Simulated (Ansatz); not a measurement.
# Si2W (I4/mmm) in Ansatz: notebook

The runs below take Si2W through single point, with PBE.

Program: Ansatz 0.2.0. These are calculated values, not measurements. Logs are shortened: lines on timing, memory, paths and dates and some standing lists are left out, and cuts for length are marked.

**1. The structure**

Symmetry: I4/mmm, No. 139, tetragonal system. Conventional cell: a = 3.214 Å, b = 3.214 Å, c = 7.830 Å, α = 90.00°, β = 90.00°, γ = 90.00°. Around W (site symmetry 4/mmm) lie 10 Si at 2.62 Å. Si (site symmetry 4mm) has 5 Si at 2.59 to 2.63 Å and 5 W at 2.62 Å as nearest neighbours.

**2. Single point, PBE**

input.yaml reads:

```yaml
crystal:
  lattice:
    - [-1.6069, 1.6069, 3.91495]
    - [1.6069, -1.6069, 3.91495]
    - [1.6069, 1.6069, -3.91495]
  atoms:
    - { symbol: W, position: [0.0, 0.0, 0.0] }
    - { symbol: Si, position: [0.6653, 0.6653, 0.0] }
    - { symbol: Si, position: [0.3347, 0.3347, 0.0] }
hamiltonian:
  xc: pbe
  pseudopotentials: { kind: paw }
kpoints:
  mp_grid: { grid: [12, 12, 12] }
scf:
  occupations: { method: gaussian, width: 0.018 }
output:
  forces: true
  stress: true
  eigenvalues: true
```

Potentials or basis: Ansatz PAW.

Launch:

```console
$ ansatz run input.yaml --threads 2 --pin off --max-ram 5632MiB --backend cpu --events-out ev --progress --plain --runs-dir out
```

The program printed:

```text
Warning: RAYON_NUM_THREADS=2 ignored (pool sized by the plan → 2); use --threads N
Engine: ansatz 0.2.0, x86_64-unknown-linux-gnu
Pseudopotentials: kind: paw
Pseudopotential: W, paw, valence charge 14, recommended cutoff 420 eV (normal), W.paw.azcp
Pseudopotential: Si, paw, valence charge 4, recommended cutoff 420 eV (normal), Si.paw.azcp
Functional definition: PBE
  parameter kappa = 0.804
  parameter beta = 0.06672455060314922
  exchange = pbe_x(kappa = kappa, mu = beta*pi^2/3)
  correlation = pbe_c(beta = beta)
Crystal: 3 atoms, lattice volume = 40.436 Å³
Basis set: ecut = 420 eV, 793 PW (Γ), exchange–correlation on 64×64×64 points (8 copies of the dense FFT grid, shifted against one another)
Bands: 15, of which v1, the nominal top of the filled ones, is band 11 counted from 1 (10 counted from 0)
Symmetry: 16 space group operations
Space group: I4/mmm (ITA 139), of the structure as read, at distance tolerance 3.4e-5 Å
k-points: 163 of 1728
Non-local potential: W, projectors of the file, l = 0: 3, l = 1: 2, l = 2: 2, l = 3: 1
Non-local potential: Si, projectors of the file, l = 0: 2, l = 1: 2, l = 2: 2
PAW form: soft (Blöchl's): semilocal exchange-correlation on the pseudo side does not see the compensation charge
PAW one-centre angular grid: W, 590 points (default); XC on 64 Gauss nodes
PAW one-centre angular grid: Si, 110 points (default); XC on 64 Gauss nodes
Initial density: superposition of atomic densities (neutral atoms: chi_scale 0, normalization atom), corrected by the library's trained network
Initial wavefunctions: pseudopotential atomic-orbital guess
Functional: x = pbe(κ = 0.804, μ = 0.2195149727645171), c = pbe(β = 0.06672455060314922)
SCF iter   1: F=—  HF=-11657.454504 eV  |F-HF|=—  |Δ(HF+E_count)|=         —  Δρ=3.59e-3  dr2=2.31e-3  ethr=1.77e-3  ⟨swp⟩=6.0  Hψ=14795  notcnv=0
preconditioner: auto → none  [insulator: Δε(μ)=0.025 eV  Ē_g=8.125 eV  σ=0.018 eV  W_gap=0.63  n_scr=10 (ndim 8)  ℏωp=21.8 eV  f_vac=0.000  D(μ)=0.30/eV (n_scr^D=0)  ε∞_Penn≈8.2]
SCF iter   2: F=—  HF=-11657.454621 eV  |F-HF|=—  |Δ(HF+E_count)|=   1.17e-4  Δρ=1.73e-3  dr2=3.29e-4  ethr=1.05e-5  ⟨swp⟩=2.8  Hψ=5699  notcnv=0  defer=3
SCF iter   3: F=—  HF=-11657.454813 eV  |F-HF|=—  |Δ(HF+E_count)|=   1.92e-4  Δρ=4.81e-4  dr2=3.04e-5  ethr=1.49e-6  ⟨swp⟩=1.0  Hψ=2438  notcnv=0  defer=3
SCF iter   4: F=—  HF=-11657.454836 eV  |F-HF|=—  |Δ(HF+E_count)|=   2.35e-5  Δρ=2.95e-5  dr2=2.06e-7  ethr=1.38e-7  ⟨swp⟩=2.3  Hψ=3519  notcnv=0  defer=3
iter 5 did not close the SCF: its close was put off for the readings that it lacked (scf_convergence_deferred on its scf_iter line)
SCF iter   5: F=-11657.454836 eV  HF=-11657.454836 eV  |F-HF|=2.70e-9  |Δ(HF+E_count)|=   5.21e-8  Δρ=5.75e-6  dr2=8.10e-9  ethr=9.37e-10  ⟨swp⟩=2.5  Hψ=3645  notcnv=0  defer=3
SCF iter   6: F=-11657.454836 eV  HF=-11657.454836 eV  |F-HF|=8.37e-11  |Δ(HF+E_count)|=   1.12e-9  Δρ=1.21e-6  dr2=1.37e-10  ethr=3.68e-11  ⟨swp⟩=2.1  Hψ=8251  notcnv=0
SCF 1 converged in 6 iterations: F = -11657.454836 eV  dr2 = 1.37e-10
SCF converged after 6 iterations
Free energy (F): -11657.454836 eV
Harris-Foulkes:  -11657.454836 eV  (|F-HF|=8.37e-11)
Internal energy: -11657.454788 eV  (E = F + TS)
E sigma→0 (E₀):  -11657.454812 eV
Entropy (-TS):   -0.000049 eV (-0.016 meV/atom)
Fermi energy:    16.785380 eV
--- Per-component energies (eV) ---
  E_band       = -80.245933
  E_kinetic    = 541.572252
  E_local      = -946.504215  (includes V_loc(G=0)·N_el)
  E_nonlocal   = 50.695452
  E_hartree    = 371.693839
  E_xc         = -382.064499
  E_vxc        = -338.772680  (∫ρ·V_xc dr)
  E_paw        = -9588.364925  (= ΣΔE_a)
  E_vpaw       = -130.624367  (= ΣTr[D̂ρ^β])
  E_aug_tail   = -0.000067  (compensation charges beyond the density's cutoff)
  E_ewald      = -1704.482625
  E_smearing   = -0.000049  (= −TS)
  E_closure    = 0.000000  (closes the sum)
  Σ components = -11657.454836   (vs F -11657.454836, Δ=0.00e0)
--- Forces (eV/Å), atoms counted from 1 ---
  atom   1  W      0.00000000     0.00000000     0.00000000
  atom   2  Si    -0.00000000    -0.00000000     0.08153033
  atom   3  Si     0.00000000    -0.00000000    -0.08153033
  max |Σ_I F_I| component: 3.47e-17 eV/Å
--- Stress (GPa, compression-positive) ---
        3.063593       0.000000      -0.000000
        0.000000       3.063593       0.000000
        0.000000      -0.000000       3.707995
  P = ⅓ Tr σ = 3.2784 GPa (32.784 kbar)
--- Band table (eV; the first three rows and the last of 163) ---
  k-point 0: bands = ["-57.0358", "-21.3343", "-21.3152", "-21.3152", "2.6727", "9.8922", "13.0111", "13.4197", "13.9039", "13.9039", "17.3539", "19.5016", "19.6854", "19.8182", "19.8182"]
  k-point 1: bands = ["-57.0348", "-21.3315", "-21.3294", "-21.3277", "2.8975", "10.0949", "12.3857", "13.3580", "13.4699", "14.5538", "16.3176", "19.2267", "19.9826", "20.0194", "20.3026"]
  k-point 2: bands = ["-57.0320", "-21.3671", "-21.3619", "-21.3241", "3.5491", "10.6048", "11.6875", "12.2756", "13.6379", "14.5661", "15.0395", "19.2274", "20.3366", "20.4166", "20.9321"]
  k-point 162: bands = ["-57.0357", "-21.3515", "-21.3164", "-21.3164", "4.9471", "5.7162", "12.9012", "14.1746", "15.9094", "15.9094", "16.2455", "16.2455", "17.5314", "21.2560", "21.6346"]
```

It took 2.2 s on 2 threads of Intel Xeon Platinum 8488C (Sapphire Rapids), shared host; peak memory 0.45 GiB.

Results:

```
Free energy            : -11657.4548 eV
Pressure               : 3.3 GPa
Largest force          : 0.082 eV/Å
Band gap on the k mesh : none (metal or under the smearing width)
```

Forces in eV/Å, atoms in the order of the input:
```
W    0.000  0.000  0.000
Si   0.000  0.000  0.082
Si   0.000  0.000 -0.082
```

Levels at points of the mesh, in eV from the Fermi level:
```
              k point  band 8  band 9  band 10  band 11  band 12  band 13  band 14  band 15
   (0.00, 0.00, 0.00)   -3.37   -2.88    -2.88     0.57     2.72     2.90     3.03     3.03
  (0.00, 0.00, -0.50)   -5.52   -5.05    -3.29    -1.80     2.76     2.93     3.09     3.87
  (0.00, -0.50, 0.00)   -4.89   -2.84    -2.80    -0.48     2.67     2.76     3.90     4.39
(-0.50, -0.50, -0.50)   -2.61   -0.88    -0.88    -0.54    -0.54     0.75     4.47     4.85
```

The run has no spin-orbit coupling, so splittings on W are missing.

**3. Single point, PBE**

input.yaml, as its differences from that of step 2:

```diff
@@ -15,3 +15,3 @@
 scf:
-  occupations: { method: gaussian, width: 0.018 }
+  occupations: { method: gaussian, width: 0.019 }
 output:
```

Potentials or basis: Ansatz PAW.

Launch:

```console
$ ansatz run input.yaml --threads 2 --pin off --max-ram 5632MiB --backend cpu --events-out ev --progress --plain --runs-dir out
```

The program printed:

```text
Warning: RAYON_NUM_THREADS=2 ignored (pool sized by the plan → 2); use --threads N
[... 9 set-up lines as earlier in the session ...]
Crystal: 3 atoms, lattice volume = 40.436 Å³
Basis set: ecut = 420 eV, 793 PW (Γ), exchange–correlation on 64×64×64 points (8 copies of the dense FFT grid, shifted against one another)
Bands: 15, of which v1, the nominal top of the filled ones, is band 11 counted from 1 (10 counted from 0)
[... 1 set-up line as earlier in the session ...]
[... 30 lines left out ...]
  E_local      = -946.504287  (includes V_loc(G=0)·N_el)
  E_nonlocal   = 50.695458
  E_hartree    = 371.693893
  E_xc         = -382.064505
  E_vxc        = -338.772687  (∫ρ·V_xc dr)
  E_paw        = -9588.364926  (= ΣΔE_a)
  E_vpaw       = -130.624369  (= ΣTr[D̂ρ^β])
  E_aug_tail   = -0.000067  (compensation charges beyond the density's cutoff)
  E_ewald      = -1704.482625
  E_smearing   = -0.000053  (= −TS)
  E_closure    = -0.000000  (closes the sum)
  Σ components = -11657.454839   (vs F -11657.454839, Δ=0.00e0)
--- Forces (eV/Å), atoms counted from 1 ---
  atom   1  W      0.00000000     0.00000000     0.00000000
  atom   2  Si     0.00000000     0.00000000     0.08151169
  atom   3  Si    -0.00000000     0.00000000    -0.08151169
  max |Σ_I F_I| component: 2.78e-17 eV/Å
--- Stress (GPa, compression-positive) ---
        3.063649       0.000000      -0.000000
        0.000000       3.063649       0.000000
        0.000000       0.000000       3.708004
  P = ⅓ Tr σ = 3.2784 GPa (32.784 kbar)
--- Band table (eV; the first three rows and the last of 163) ---
  k-point 0: bands = ["-57.0358", "-21.3343", "-21.3151", "-21.3151", "2.6727", "9.8922", "13.0111", "13.4197", "13.9039", "13.9039", "17.3539", "19.5016", "19.6854", "19.8182", "19.8182"]
  k-point 1: bands = ["-57.0348", "-21.3315", "-21.3294", "-21.3277", "2.8975", "10.0949", "12.3857", "13.3580", "13.4699", "14.5538", "16.3176", "19.2267", "19.9826", "20.0194", "20.3026"]
  k-point 2: bands = ["-57.0320", "-21.3671", "-21.3619", "-21.3241", "3.5491", "10.6048", "11.6875", "12.2756", "13.6379", "14.5661", "15.0395", "19.2274", "20.3366", "20.4166", "20.9321"]
  k-point 162: bands = ["-57.0357", "-21.3515", "-21.3164", "-21.3164", "4.9471", "5.7162", "12.9012", "14.1746", "15.9094", "15.9094", "16.2455", "16.2455", "17.5314", "21.2560", "21.6346"]
```

Run time: 2.4 s. Hardware: 2 threads of Intel Xeon Platinum 8488C (Sapphire Rapids), shared host; peak memory 0.45 GiB.

Results:

| Property | Result |
| --- | --- |
| Free energy | -11657.4548 eV |
| Pressure | 3.3 GPa |
| Largest force | 0.082 eV/Å |
| Band gap on the k mesh | none (metal or under the smearing width) |

Forces in eV/Å, atoms in the order of the input:
```
W    0.000  0.000  0.000
Si   0.000  0.000  0.082
Si   0.000  0.000 -0.082
```

Stress tensor (GPa, compression positive):
```
3.06 0.00 0.00
0.00 3.06 0.00
0.00 0.00 3.71
```

Levels at points of the mesh, in eV from the Fermi level:
| k point | band 9 | band 10 | band 11 | band 12 | band 13 | band 14 |
| --- | --- | --- | --- | --- | --- | --- |
| (0.00, 0.00, 0.00) | -2.88 | -2.88 | 0.57 | 2.72 | 2.90 | 3.03 |
| (0.00, 0.00, -0.50) | -5.05 | -3.29 | -1.80 | 2.76 | 2.93 | 3.09 |
| (0.00, -0.50, 0.00) | -2.84 | -2.80 | -0.48 | 2.67 | 2.76 | 3.90 |
| (-0.50, -0.50, -0.50) | -0.88 | -0.88 | -0.54 | -0.54 | 0.75 | 4.47 |

Spin-orbit coupling is left out, which matters for the levels of W.

**4. Single point, PBE**

input.yaml, as its differences from that of step 3:

```diff
@@ -15,3 +15,3 @@
 scf:
-  occupations: { method: gaussian, width: 0.019 }
+  occupations: { method: gaussian, width: 0.02 }
 output:
@@ -20 +20,5 @@
   eigenvalues: true
+  write_density: true
+  write_potential: true
+  elf: true
+  volumetric_format: npy
```

Potentials or basis: Ansatz PAW.

Launch:

```console
$ ansatz run input.yaml --threads 2 --pin off --max-ram 5632MiB --backend cpu --events-out ev --progress --plain --runs-dir out
```

The program printed:

```text
Warning: RAYON_NUM_THREADS=2 ignored (pool sized by the plan → 2); use --threads N
[... 9 set-up lines as earlier in the session ...]
Crystal: 3 atoms, lattice volume = 40.436 Å³
Basis set: ecut = 420 eV, 793 PW (Γ), exchange–correlation on 64×64×64 points (8 copies of the dense FFT grid, shifted against one another)
Bands: 15, of which v1, the nominal top of the filled ones, is band 11 counted from 1 (10 counted from 0)
[... 2 set-up lines as earlier in the session ...]
k-points: 163 of 1728
[... 8 set-up lines as earlier in the session ...]
SCF iter   1: F=—  HF=-11657.454510 eV  |F-HF|=—  |Δ(HF+E_count)|=         —  Δρ=3.59e-3  dr2=2.31e-3  ethr=1.77e-3  ⟨swp⟩=6.0  Hψ=14740  notcnv=0
preconditioner: auto → none  [insulator: Δε(μ)=0.025 eV  Ē_g=8.125 eV  σ=0.020 eV  W_gap=0.59  n_scr=10 (ndim 8)  ℏωp=21.8 eV  f_vac=0.000  D(μ)=0.29/eV (n_scr^D=0)  ε∞_Penn≈8.2]
SCF iter   2: F=—  HF=-11657.454627 eV  |F-HF|=—  |Δ(HF+E_count)|=   1.17e-4  Δρ=1.73e-3  dr2=3.29e-4  ethr=1.05e-5  ⟨swp⟩=2.7  Hψ=5513  notcnv=0  defer=3
SCF iter   3: F=—  HF=-11657.454818 eV  |F-HF|=—  |Δ(HF+E_count)|=   1.92e-4  Δρ=4.81e-4  dr2=3.04e-5  ethr=1.49e-6  ⟨swp⟩=1.0  Hψ=2439  notcnv=0  defer=3
SCF iter   4: F=—  HF=-11657.454842 eV  |F-HF|=—  |Δ(HF+E_count)|=   2.35e-5  Δρ=2.95e-5  dr2=2.06e-7  ethr=1.38e-7  ⟨swp⟩=2.3  Hψ=3527  notcnv=0  defer=3
iter 5 did not close the SCF: its close was put off for the readings that it lacked (scf_convergence_deferred on its scf_iter line)
SCF iter   5: F=-11657.454842 eV  HF=-11657.454842 eV  |F-HF|=2.69e-9  |Δ(HF+E_count)|=   5.24e-8  Δρ=5.74e-6  dr2=8.06e-9  ethr=9.35e-10  ⟨swp⟩=2.5  Hψ=3637  notcnv=0  defer=3
SCF iter   6: F=-11657.454842 eV  HF=-11657.454842 eV  |F-HF|=9.09e-11  |Δ(HF+E_count)|=   1.15e-9  Δρ=1.21e-6  dr2=1.36e-10  ethr=3.66e-11  ⟨swp⟩=5.3  Hψ=13395  notcnv=0
SCF 1 converged in 6 iterations: F = -11657.454842 eV  dr2 = 1.36e-10
SCF converged after 6 iterations
Free energy (F): -11657.454842 eV
Harris-Foulkes:  -11657.454842 eV  (|F-HF|=9.09e-11)
Internal energy: -11657.454785 eV  (E = F + TS)
E sigma→0 (E₀):  -11657.454813 eV
Entropy (-TS):   -0.000057 eV (-0.019 meV/atom)
Fermi energy:    16.785639 eV
--- Per-component energies (eV) ---
  E_band       = -80.245828
  E_kinetic    = 541.572295
  E_local      = -946.504363  (includes V_loc(G=0)·N_el)
  E_nonlocal   = 50.695465
  E_hartree    = 371.693951
  E_xc         = -382.064511
  E_vxc        = -338.772695  (∫ρ·V_xc dr)
  E_paw        = -9588.364928  (= ΣΔE_a)
  E_vpaw       = -130.624372  (= ΣTr[D̂ρ^β])
  E_aug_tail   = -0.000067  (compensation charges beyond the density's cutoff)
  E_ewald      = -1704.482625
  E_smearing   = -0.000057  (= −TS)
  E_closure    = -0.000000  (closes the sum)
  Σ components = -11657.454842   (vs F -11657.454842, Δ=0.00e0)
--- Forces (eV/Å), atoms counted from 1 ---
  atom   1  W     -0.00000000     0.00000000    -0.00000000
  atom   2  Si     0.00000000     0.00000000     0.08149370
  atom   3  Si     0.00000000     0.00000000    -0.08149370
  max |Σ_I F_I| component: 4.16e-17 eV/Å
--- Stress (GPa, compression-positive) ---
        3.063708       0.000000      -0.000000
        0.000000       3.063708       0.000000
       -0.000000      -0.000000       3.708025
  P = ⅓ Tr σ = 3.2785 GPa (32.785 kbar)
--- Band table (eV; the first three rows and the last of 163) ---
  k-point 0: bands = ["-57.0358", "-21.3343", "-21.3151", "-21.3151", "2.6727", "9.8922", "13.0111", "13.4197", "13.9039", "13.9039", "17.3539", "19.5016", "19.6854", "19.8182", "19.8182"]
  k-point 1: bands = ["-57.0348", "-21.3315", "-21.3294", "-21.3277", "2.8975", "10.0949", "12.3857", "13.3580", "13.4699", "14.5538", "16.3176", "19.2267", "19.9826", "20.0194", "20.3026"]
  k-point 2: bands = ["-57.0320", "-21.3671", "-21.3619", "-21.3241", "3.5491", "10.6048", "11.6875", "12.2756", "13.6379", "14.5661", "15.0395", "19.2274", "20.3366", "20.4166", "20.9321"]
  k-point 162: bands = ["-57.0357", "-21.3515", "-21.3164", "-21.3164", "4.9471", "5.7162", "12.9012", "14.1746", "15.9094", "15.9094", "16.2455", "16.2455", "17.5314", "21.2560", "21.6346"]
```

Run time: 3.1 s. Hardware: 2 threads of Intel Xeon Platinum 8488C (Sapphire Rapids), shared host; peak memory 0.46 GiB.

Results:

* Free energy: -11657.4548 eV
* Pressure: 3.3 GPa
* Largest force: 0.081 eV/Å
* Band gap on the k mesh: none (metal or under the smearing width)

Forces in eV/Å, atoms in the order of the input:
```
W    0.000  0.000  0.000
Si   0.000  0.000  0.081
Si   0.000  0.000 -0.081
```

Stress tensor (GPa, compression positive):
```
3.06 0.00 0.00
0.00 3.06 0.00
0.00 0.00 3.71
```

The run has no spin-orbit coupling, so splittings on W are missing.

**5. Single point, PBE**

input.yaml, as its differences from that of step 4:

```diff
@@ -15,3 +15,3 @@
 scf:
-  occupations: { method: gaussian, width: 0.02 }
+  occupations: { method: gaussian, width: 0.021 }
 output:
@@ -20,5 +20 @@
   eigenvalues: true
-  write_density: true
-  write_potential: true
-  elf: true
-  volumetric_format: npy
```

Potentials or basis: Ansatz PAW.

Launch:

```console
$ ansatz run input.yaml --threads 2 --pin off --max-ram 5632MiB --backend cpu --events-out ev --progress --plain --runs-dir out
```

The program printed:

```text
Warning: RAYON_NUM_THREADS=2 ignored (pool sized by the plan → 2); use --threads N
[... 9 set-up lines as earlier in the session ...]
Crystal: 3 atoms, lattice volume = 40.436 Å³
Basis set: ecut = 420 eV, 793 PW (Γ), exchange–correlation on 64×64×64 points (8 copies of the dense FFT grid, shifted against one another)
Bands: 15, of which v1, the nominal top of the filled ones, is band 11 counted from 1 (10 counted from 0)
[... 2 set-up lines as earlier in the session ...]
k-points: 163 of 1728
[... 6 set-up lines as earlier in the session ...]
[... 9 lines left out ...]
SCF iter   6: F=-11657.454845 eV  HF=-11657.454845 eV  |F-HF|=8.55e-11  |Δ(HF+E_count)|=   1.18e-9  Δρ=1.21e-6  dr2=1.36e-10  ethr=3.66e-11  ⟨swp⟩=2.1  Hψ=8242  notcnv=0
SCF 1 converged in 6 iterations: F = -11657.454845 eV  dr2 = 1.36e-10
SCF converged after 6 iterations
Free energy (F): -11657.454845 eV
Harris-Foulkes:  -11657.454845 eV  (|F-HF|=8.55e-11)
Internal energy: -11657.454783 eV  (E = F + TS)
E sigma→0 (E₀):  -11657.454814 eV
Entropy (-TS):   -0.000062 eV (-0.021 meV/atom)
Fermi energy:    16.785739 eV
--- Per-component energies (eV) ---
  E_band       = -80.245778
  E_kinetic    = 541.572313
  E_local      = -946.504428  (includes V_loc(G=0)·N_el)
  E_nonlocal   = 50.695472
  E_hartree    = 371.693999
  E_xc         = -382.064518
  E_vxc        = -338.772702  (∫ρ·V_xc dr)
  E_paw        = -9588.364929  (= ΣΔE_a)
  E_vpaw       = -130.624374  (= ΣTr[D̂ρ^β])
  E_aug_tail   = -0.000067  (compensation charges beyond the density's cutoff)
  E_ewald      = -1704.482625
  E_smearing   = -0.000062  (= −TS)
  E_closure    = 0.000000  (closes the sum)
  Σ components = -11657.454845   (vs F -11657.454845, Δ=0.00e0)
--- Forces (eV/Å), atoms counted from 1 ---
  atom   1  W      0.00000000     0.00000000    -0.00000000
  atom   2  Si    -0.00000000    -0.00000000     0.08147648
  atom   3  Si     0.00000000    -0.00000000    -0.08147648
  max |Σ_I F_I| component: 3.47e-17 eV/Å
--- Stress (GPa, compression-positive) ---
        3.063757      -0.000000      -0.000000
       -0.000000       3.063757       0.000000
       -0.000000       0.000000       3.708059
  P = ⅓ Tr σ = 3.2785 GPa (32.785 kbar)
--- Band table (eV; the first three rows and the last of 163) ---
  k-point 0: bands = ["-57.0358", "-21.3343", "-21.3151", "-21.3151", "2.6727", "9.8922", "13.0111", "13.4197", "13.9039", "13.9039", "17.3539", "19.5016", "19.6854", "19.8182", "19.8182"]
  k-point 1: bands = ["-57.0348", "-21.3315", "-21.3294", "-21.3277", "2.8975", "10.0949", "12.3857", "13.3580", "13.4699", "14.5538", "16.3176", "19.2267", "19.9826", "20.0194", "20.3026"]
  k-point 2: bands = ["-57.0320", "-21.3671", "-21.3619", "-21.3240", "3.5491", "10.6048", "11.6875", "12.2756", "13.6379", "14.5661", "15.0395", "19.2274", "20.3367", "20.4166", "20.9321"]
  k-point 162: bands = ["-57.0357", "-21.3515", "-21.3164", "-21.3164", "4.9471", "5.7162", "12.9012", "14.1746", "15.9094", "15.9094", "16.2455", "16.2455", "17.5314", "21.2560", "21.6346"]
```

Wall time 2.1 s (2 threads of Intel Xeon Platinum 8488C (Sapphire Rapids), shared host); peak memory 0.46 GiB.

Results:

```yaml
Free_energy: -11657.4548 eV
Pressure: 3.3 GPa
Largest_force: 0.081 eV/Å
Band_gap_on_the_k_mesh: none (metal or under the smearing width)
```

Forces in eV/Å, atoms in the order of the input:
```
W    0.000  0.000  0.000
Si   0.000  0.000  0.081
Si   0.000  0.000 -0.081
```

The run has no spin-orbit coupling, so splittings on W are missing.

**6. Summary**

```tsv
smearing	gap on the mesh (eV)	pressure (GPa)	largest force (eV/Å)
gaussian 0.018 eV	none	3.3	0.08
gaussian 0.019 eV	none	3.3	0.08
gaussian 0.02 eV	none	3.3	0.08
gaussian 0.021 eV	none	3.3	0.08
```

Alike in all rows: task single point; level PBE; potentials or basis Ansatz PAW; no spin polarisation; cell as given; k mesh 12 × 12 × 12; cutoff (eV) 420.

Every run on the cell as given and a fine mesh finds a metal.

Absolute energies hang on the potentials; compare differences alone.
